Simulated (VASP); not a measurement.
# BeTe (F-43m) in VASP: notebook

One crystal, BeTe, is run at these levels: PBE, HSE06; tasks: single point.

All numbers are computed with VASP 6.6.1; they aren't measurements. Logs are shortened: lines on timing, memory, paths and dates and some standing lists are left out, and cuts for length are marked.

### Step 1. The crystal as given

The structure is cubic, space group F-43m (No. 216). The conventional cell has a = 5.669 Å, b = 5.669 Å, c = 5.669 Å, α = 90.00°, β = 90.00°, γ = 90.00°. Be (site symmetry -43m) has 4 Te at 2.45 Å as nearest neighbours. Around Te (site symmetry -43m) lie 4 Be at 2.45 Å.

The cell was built by a generator and needn't be a form met in nature.

### Step 2. Single point, PBE

The input, INCAR:

```
SYSTEM = BeTe
  PREC = Accurate
  ENCUT = 520
  EDIFF = 1E-6
  ISMEAR = 0
  SIGMA = 0.02
  LREAL = .False.
  LASPH = .True.
  NELM = 100
  ALGO = Fast
  ISIF = 2
  LWAVE = .False.
  LCHARG = .False.
  GGA = PE
  NBANDS = 11
  KPAR = 8
```

The input, KPOINTS:

```
Automatic mesh
0
Gamma
  6 6 6
  0 0 0
```

The input, POSCAR:

```
BeTe
1.0
    0.0000000000      2.8342600000      2.8342600000
    2.8342600000      0.0000000000      2.8342600000
    2.8342600000      2.8342600000      0.0000000000
Be Te
1 1
Direct
    0.0000000000      0.0000000000      0.0000000000
    0.7500000000      0.7500000000      0.7500000000
```

Potentials or basis: VASP PAW PBE potentials, release 64 (Be, Te).

The run is started by

```sh
$ cat potpaw_PBE.64/Be/POTCAR potpaw_PBE.64/Te/POTCAR > POTCAR
$ mpirun -np 8 vasp_std > vasp.out
```

OUTCAR:

```text
SYSTEM = BeTe
   PREC = Accurate
   ENCUT = 520
   EDIFF = 1E-6
   ISMEAR = 0
   LREAL = .False.
   LASPH = .True.
   NELM = 100
   ISIF = 2
   GGA = PE

 ion  position               nearest neighbor table
   1  0.000  0.000  0.000-   2 2.45   2 2.45   2 2.45   2 2.45
   2  0.750  0.750  0.750-   1 2.45   1 2.45   1 2.45   1 2.45

  LATTYP: Found a face centered cubic cell.
 ALAT       =     5.6685200000

  Lattice vectors:

 A1 = (   0.0000000000,   2.8342600000,   2.8342600000)
 A2 = (   2.8342600000,   0.0000000000,   2.8342600000)
 A3 = (   2.8342600000,   2.8342600000,   0.0000000000)

Analysis of symmetry for initial positions (statically):
=====================================================================
 Subroutine PRICEL returns:
 Original cell was already a primitive cell.

 Routine SETGRP: Setting up the symmetry group for a
 face centered cubic supercell.

 Subroutine GETGRP returns: Found 24 space group operations
 (whereof 24 operations were pure point group operations)
 out of a pool of 48 trial point group operations.

The static configuration has the point symmetry T_d .

Analysis of symmetry for dynamics (positions and initial velocities):
=====================================================================
 Subroutine PRICEL returns:
 Original cell was already a primitive cell.

 Routine SETGRP: Setting up the symmetry group for a
 face centered cubic supercell.

 Subroutine GETGRP returns: Found 24 space group operations
 (whereof 24 operations were pure point group operations)
 out of a pool of 48 trial point group operations.

The dynamic configuration has the point symmetry T_d .

 Subroutine INISYM returns: Found 24 space group operations
 (whereof 24 operations are pure point group operations),
 and found     1 'primitive' translations

----------------------------------------------------------------------------------------

                                     Primitive cell

  volume of cell :      45.5354

  direct lattice vectors                    reciprocal lattice vectors
     0.000000000  2.834260000  2.834260000    -0.176412891  0.176412891  0.176412891
     2.834260000  0.000000000  2.834260000     0.176412891 -0.176412891  0.176412891
     2.834260000  2.834260000  0.000000000     0.176412891  0.176412891 -0.176412891

  length of vectors
     4.008248931  4.008248931  4.008248931     0.305556090  0.305556090  0.305556090

  position of ions in fractional coordinates (direct lattice)
[... 79 lines left out ...]
   TEBEG  =    0.0;   TEEND  =   0.0 temperature during run
   PSTRESS=    0.0 pullay stress
   NELECT =       8.0000    total number of electrons
   NUPDOWN=      -1.0000    fix difference up-down
   EMIN   =  10.00;   EMAX   =-10.00  energy-range for DOS
   EFERMI =   0.00;   METHOD = LEGACY
   ISMEAR =     0;   SIGMA  =   0.02  broadening in eV -4-tet -1-fermi 0-gaus
   EFERMI_NEDOS =   21; number of points for ismear=-14 and -15
   IALGO  =     68    algorithm
   IMIX   =      4    mixing-type and parameters
     AMIX     =   0.40;   BMIX     =  1.00
     AMIX_MAG =   1.60;   BMIX_MAG =  1.00
  volume/ion in A,a.u.               =      22.77       153.64
  Fermi-wavevector in a.u.,A,eV,Ry     =   0.916900  1.732689 11.438486  0.840705
  Thomas-Fermi vector in A             =   2.041808
   LORBIT       =      0    0 simple, 1 ext, 2 COOP (PROOUT), +10 PAW based schemes
   GGA     = PE    functional components
   LHFCALC =     F    Hartree Fock is set to
   AEXX    =    0.0000 exact exchange contribution
   IVDW    =     0    specifies the selected vdW correction
   LEPSILON=     F    determine dielectric tensor
   LRPA    =     F    only Hartree local field effects (RPA)
 non-spin polarized calculation
 RMM-DIIS sequential band-by-band and
 Gauss-broadening in eV      SIGMA  =   0.02
  energy-cutoff  :      520.00
  volume of cell :       45.54
 maximum number of plane-waves:      1243
 NGX is ok and might be reduce to    30
   NGX = 15   NGY = 15   NGZ = 15

 number of electron       8.0000001 magnetization

 Free energy of the ion-electron system (eV)
  ---------------------------------------------------
  ext. energy  EPLUGINS =         0.00000000
  ---------------------------------------------------
  free energy    TOTEN  =        -7.61892494 eV

  energy without entropy =       -7.61892494  energy(sigma->0) =       -7.61892494

 E-fermi :   5.0092     XC(G=0):  -8.9777

 val. band max:        4.8836788640   @ k =   0.0000   0.0000   0.0000
 cond. band min:       6.9029324842   @ k =   0.5000   0.5000   0.0000
 fundamental gap:      2.0192536203
 Fermi energy:         5.0092189441

 k-point     1 :       0.0000    0.0000    0.0000
  band No.  band energies     occupation
      1      -7.2869      2.00000
      2       4.8837      2.00000
      3       4.8837      2.00000
      4       4.8837      2.00000
      5       8.5077      0.00000
      6       8.5077      0.00000
      7       8.5077      0.00000
      8       8.5639      0.00000
      9      13.1703      0.00000
     10      15.0867      0.00000
     11      15.0867      0.00000
[... 197 lines left out ...]
 k-point    16 :      -0.3333    0.5000    0.1667
  band No.  band energies     occupation
      1      -5.4934      2.00000
      2       0.1943      2.00000
      3       1.5896      2.00000
      4       1.8869      2.00000
      5       8.6053      0.00000
      6       9.1555      0.00000
      7      12.1543      0.00000
      8      12.4226      0.00000
      9      15.7058      0.00000
     10      16.5158      0.00000
     11      17.6334      0.00000

------------------------ aborting loop because EDIFF is reached ----------------------------------------

  FORCE on cell =-STRESS in cart. coord.  units (eV):
  Direction    XX          YY          ZZ          XY          YZ          ZX
  --------------------------------------------------------------------------------------
  -------------------------------------------------------------------------------------
  Total        0.0089943      0.0089943      0.0089943     -0.0000000     -0.0000000      0.0000000
  in kB        0.3164689      0.3164689      0.3164689     -0.0000000     -0.0000000      0.0000000
  external PRESSURE =       0.3164689 kB  Pullay stress =       0.0000000 kB

 VOLUME and BASIS-vectors are now :
 -----------------------------------------------------------------------------
  energy-cutoff  :      520.00
  volume of cell :       45.54
      direct lattice vectors                 reciprocal lattice vectors
     0.000000000  2.834260000  2.834260000    -0.176412891  0.176412891  0.176412891
     2.834260000  0.000000000  2.834260000     0.176412891 -0.176412891  0.176412891
     2.834260000  2.834260000  0.000000000     0.176412891  0.176412891 -0.176412891

 POSITION                                       TOTAL-FORCE (eV/Angst)
 -----------------------------------------------------------------------------------
      0.00000      0.00000      0.00000        -0.000000     -0.000000     -0.000000
      4.25139      4.25139      4.25139         0.000000      0.000000      0.000000
 -----------------------------------------------------------------------------------
    total drift:                               -0.000000     -0.000000     -0.000000

  FREE ENERGIE OF THE ION-ELECTRON SYSTEM (eV)
  ---------------------------------------------------
  free  energy   TOTEN  =        -7.6189249448 eV

  energy  without entropy=       -7.6189249448  energy(sigma->0) =       -7.61892494
```

OSZICAR:

```text
N       E                     dE             d eps       ncg     rms          rms(c)
DAV:   1     0.205209566535E+02    0.20521E+02   -0.33606E+03   352   0.584E+02
DAV:   2    -0.663541787672E+01   -0.27156E+02   -0.26437E+02   418   0.910E+01
DAV:   3    -0.772473636378E+01   -0.10893E+01   -0.10881E+01   447   0.201E+01
DAV:   4    -0.773753511124E+01   -0.12799E-01   -0.12796E-01   430   0.255E+00
DAV:   5    -0.773781181003E+01   -0.27670E-03   -0.27670E-03   445   0.343E-01    0.400E+00
RMM:   6    -0.764585490437E+01    0.91957E-01   -0.31418E-02   358   0.954E-01    0.235E+00
RMM:   7    -0.761760142711E+01    0.28253E-01   -0.45967E-02   388   0.116E+00    0.412E-01
RMM:   8    -0.761858216283E+01   -0.98074E-03   -0.77850E-03   397   0.597E-01    0.111E-01
RMM:   9    -0.761890723527E+01   -0.32507E-03   -0.10488E-03   418   0.221E-01    0.464E-02
RMM:  10    -0.761892272258E+01   -0.15487E-04   -0.17053E-04   440   0.843E-02    0.283E-02
RMM:  11    -0.761892414782E+01   -0.14252E-05   -0.13102E-05   424   0.282E-02    0.362E-03
RMM:  12    -0.761892494479E+01   -0.79697E-06   -0.36629E-06   433   0.149E-02
   1 F= -.76189249E+01 E0= -.76189249E+01  d E =-.121221E-20
```

stdout:

```text
POSCAR found type information on POSCAR BeTe
 POSCAR found :  2 types and       2 ions
 scaLAPACK will be used
 -----------------------------------------------------------------------------
|                                                                             |
|           W    W    AA    RRRRR   N    N  II  N    N   GGGG   !!!           |
|           W    W   A  A   R    R  NN   N  II  NN   N  G    G  !!!           |
|           W    W  A    A  R    R  N N  N  II  N N  N  G       !!!           |
|           W WW W  AAAAAA  RRRRR   N  N N  II  N  N N  G  GGG   !            |
|           WW  WW  A    A  R   R   N   NN  II  N   NN  G    G                |
|           W    W  A    A  R    R  N    N  II  N    N   GGGG   !!!           |
|                                                                             |
|     For optimal performance we recommend to set                             |
|     This setting can greatly improve the performance of VASP for DFT.       |
|     The default, NCORE=1 might be grossly inefficient on modern             |
|     multi-core architectures or massively parallel machines. Do your        |
|     Unfortunately you need to use the default for GW and RPA                |
|     calculations (for HF NCORE is supported but not extensively tested      |
|     yet).                                                                   |
|                                                                             |
 -----------------------------------------------------------------------------

 LDA part: xc-table for (Slater+PW92), standard interpolation
 POSCAR, INCAR and KPOINTS ok, starting setup
 FFT: planning ... GRIDC
 FFT: planning ... GRID_SOFT
 FFT: planning ... GRID
 WAVECAR not read
 entering main loop
```

Wall time 4.4 s (8 MPI ranks of Intel Xeon 6975P-C (Granite Rapids), shared host); peak memory 0.15 GiB.

What came out:

| Property | Result |
| --- | --- |
| Free energy | -7.6189 eV |
| Pressure | 0.0 GPa |
| Band gap on the k mesh | 2.02 eV, indirect (least direct gap 3.62 eV) |

Caveat: spin-orbit coupling is left out, which moves the levels of the heavy elements. PBE gaps usually lie below the measured ones, often by a third to a half.

### Step 3. Single point, HSE06

POSCAR is that of step 2.

The input, INCAR.step1:

```
SYSTEM = BeTe
  PREC = Accurate
  ENCUT = 520
  EDIFF = 1E-5
  ISMEAR = 0
  SIGMA = 0.02
  LREAL = .False.
  LASPH = .True.
  NELM = 40
  ALGO = Normal
  ISIF = 2
  LWAVE = .True.
  LCHARG = .False.
  NBANDS = 11
  KPAR = 8
  GGA = PE
```

The input, INCAR.step2:

```
SYSTEM = BeTe
  PREC = Accurate
  ENCUT = 520
  EDIFF = 1E-5
  ISMEAR = 0
  SIGMA = 0.02
  LREAL = .False.
  LASPH = .True.
  NELM = 40
  ALGO = Normal
  ISIF = 2
  LWAVE = .False.
  LCHARG = .False.
  GGA = PE
  LHFCALC = .True.
  HFSCREEN = 0.2
  PRECFOCK = Fast
  NBANDS = 11
  KPAR = 8
  ISTART = 1
```

KPOINTS is that of step 2.

Potentials or basis: VASP PAW PBE potentials, release 64 (Be, Te).

The run is started by

```sh
$ cat potpaw_PBE.64/Be/POTCAR potpaw_PBE.64/Te/POTCAR > POTCAR
$ cp INCAR.step1 INCAR
$ mpirun -np 8 vasp_std > vasp.out
$ cp INCAR.step2 INCAR
$ mpirun -np 8 vasp_std > vasp.out
```

Run time: 37 s. Hardware: 8 MPI ranks of Intel Xeon 6975P-C (Granite Rapids), shared host; peak memory 0.25 GiB.

Results (log left out):

| Property | Result |
| --- | --- |
| Free energy | -8.7684 eV |
| Pressure | -1.3 GPa |
| Band gap on the k mesh | 2.70 eV, indirect (least direct gap 4.46 eV) |

Levels at points of the mesh, in eV from the valence-band top:
```
           k point  band 2  band 3  band 4  band 5  band 6  band 7
(0.00, 0.00, 0.00)    0.00    0.00    0.00    4.46    4.51    4.51
(0.50, 0.00, 0.00)   -5.98   -1.19   -1.19    3.79    5.50    5.50
(0.50, 0.50, 0.00)   -5.55   -2.80   -2.80    2.70    3.42   10.97
```

Caveat: the PAW data sets were made with another functional, which shifts forces and pressure a little; spin-orbit coupling is left out, which moves the levels of the heavy elements.
